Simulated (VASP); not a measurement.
Write the native input for VASP 6.6.1 that does the following.

- Task: single point
- Functional: PBEsol
- Potentials or basis: VASP PAW PBE potentials, release 64 (Sb)
- Cutoff: 520 eV
- k mesh: 20 × 20 × 20
- Occupations: gaussian, width 0.15 eV
- Spin: no spin polarisation
- Dipole correction: no
- Further INCAR settings: ALGO = Fast; EDIFF = 1e-06; NBANDS = 8

The structure of Sb lies in POSCAR:

```
Sb
1.0
    0.0000000000      2.3712425216      2.3712425216
    2.3712425216      0.0000000000      2.3712425216
    2.3712425216      2.3712425216      0.0000000000
Sb
1
Direct
    0.0000000000      0.0000000000      0.0000000000
```

This isn't the form of Sb at room conditions, which is rhombohedral.

One way to write it, as run:

INCAR

```
SYSTEM = Sb
PREC = Accurate ; ENCUT = 520
EDIFF = 1E-6 ; ISMEAR = 0
SIGMA = 0.15 ; LREAL = .False.
LASPH = .True. ; NELM = 100
ALGO = Fast ; ISIF = 2
LWAVE = .False. ; LCHARG = .False.
GGA = PS ; NBANDS = 8
```

KPOINTS

```
regular mesh
0
Gamma
  20 20 20
  0 0 0
```

Potentials or basis: VASP PAW PBE potentials, release 64 (Sb).

The run is started by

```bash
$ cat potpaw_PBE.64/Sb/POTCAR > POTCAR
$ mpirun -np 1 vasp_std > vasp.out
```

Results of the run:

| Property | Result |
| --- | --- |
| Pressure | -1.2 GPa |
| Band gap on the k mesh | none (metal or under the smearing width) |

Caveat: the PAW data sets were made with another functional, which shifts forces and pressure a little.

It took 24 s on 1 thread of Intel(R) Xeon(R) 6975P-C (Granite Rapids), on a shared host, peak memory 0.19 GiB.
